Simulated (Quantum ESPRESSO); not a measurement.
## HfO2: phonons with PW91

HfO2:

```xyz
3
Lattice="0.0000 2.5575 2.5575 2.5575 0.0000 2.5575 2.5575 2.5575 0.0000" Properties=species:S:1:pos:R:3 pbc="T T T"
Hf    0.0000    0.0000    0.0000
O     3.8363    3.8363    3.8363
O     1.2788    1.2788    1.2788
```

Measurements of this composition are mostly on another form, of space group No. 14.

```
Program             : Quantum ESPRESSO 7.5
Task                : phonons
Functional          : PW91
Potentials or basis : GBRV 1.5 PBE
Cutoff              : 612 eV
Density cutoff      : 4898 eV
k mesh              : 4 × 4 × 4, shifted
Occupations         : fermi-dirac, width 0.05 eV
Spin                : no spin polarisation
Mixing beta         : 0.5
Most SCF iterations : 120
SCF threshold       : 6e-10 Ry
```

The relaxed volume is 10.92 Å³/atom. The relaxed cell is a = 3.592 Å, b = 3.592 Å, c = 3.592 Å, α = 60.00°, β = 60.00°, γ = 60.00°, the space group after relaxing (to 0.05 Å) is Fm-3m (No. 225) and the pressure after relaxing is 0.0 GPa. The electronic dielectric tensor (diagonal) is 5.17 and the born charges (mean of the diagonal) is Hf +5.50; O -2.74 e. The highest phonon frequency at Γ, LO-TO splitting left out is 573 cm⁻¹ and the most unstable mode is 20i cm⁻¹. The static dielectric tensor (diagonal) is 38.06.

Step by step:
| step | energy change (eV) | largest force (eV/Å) | pressure (GPa) | volume (Å³) |
| --- | --- | --- | --- | --- |
| 1 | 0.0000 | 0.0000 | -5.07 | 33.46 |
| 2 | -0.0105 | 0.0000 | 1.28 | 32.60 |
| 3 | -0.0112 | 0.0000 | -0.04 | 32.77 |
| 4 | -0.0112 | 0.0000 | 0.00 | 32.76 |

Final structure:
```yaml
crystal:
  lattice:
    - [0.00000, 2.53969, 2.53969]
    - [2.53969, 0.00000, 2.53969]
    - [2.53969, 2.53969, 0.00000]
  atoms:
    - { symbol: Hf, position: [0.00000, 0.00000, 0.00000] }
    - { symbol: O, position: [0.75000, 0.75000, 0.75000] }
    - { symbol: O, position: [0.25000, 0.25000, 0.25000] }
```

Levels at points of the mesh, in eV from the valence-band top:
```tsv
k point	band 10	band 11	band 12	band 13	band 14	band 15
(0.12, 0.12, 0.12)	-0.71	-0.53	-0.53	4.54	4.54	6.79
```

Phonon frequencies in cm⁻¹ (negative: imaginary):
| q point | frequencies |
| --- | --- |
| (0.000, 0.000, 0.000) | -20 -20 -20 231 231 231 573 573 573 |

Electronic dielectric tensor:
```
5.17 0.00 0.00
0.00 5.17 0.00
0.00 0.00 5.17
```

Born effective charge tensors (e):
atom 1, Hf
```
5.50 0.00 0.00
0.00 5.50 0.00
0.00 0.00 5.50
```
atom 2, O
```
-2.74  0.00  0.00
 0.00 -2.74  0.00
 0.00  0.00 -2.74
```
atom 3, O
```
-2.74  0.00  0.00
 0.00 -2.74  0.00
 0.00  0.00 -2.74
```

Optical modes at Γ, degenerate ones joined, polar ones without the macroscopic field:
```csv
cm⁻¹,components,symmetry,active in,"IR intensity, summed ((D/Å)²/amu)"
225,3,T1u,IR,77.05
573,3,T2g,Raman,0.00
```

Zone-centre frequencies without and with the macroscopic field along z (cm⁻¹):
```
                optical modes in rising order
       without        225 225 225 573 573 573
with the field        225 225 573 573 573 612
```

Static dielectric tensor, electrons and zone-centre modes:
```
38.06  0.00  0.00
 0.00 38.06  0.00
 0.00  0.00 38.06
```

Run time: 2.3 min on 1 thread of Intel(R) Xeon(R) 6975P-C (Granite Rapids) (shared host), peak memory 0.23 GiB.

Caveat: the potentials were made for another functional, which shifts forces and pressure. Spin-orbit coupling is left out, which matters for the levels of Hf.
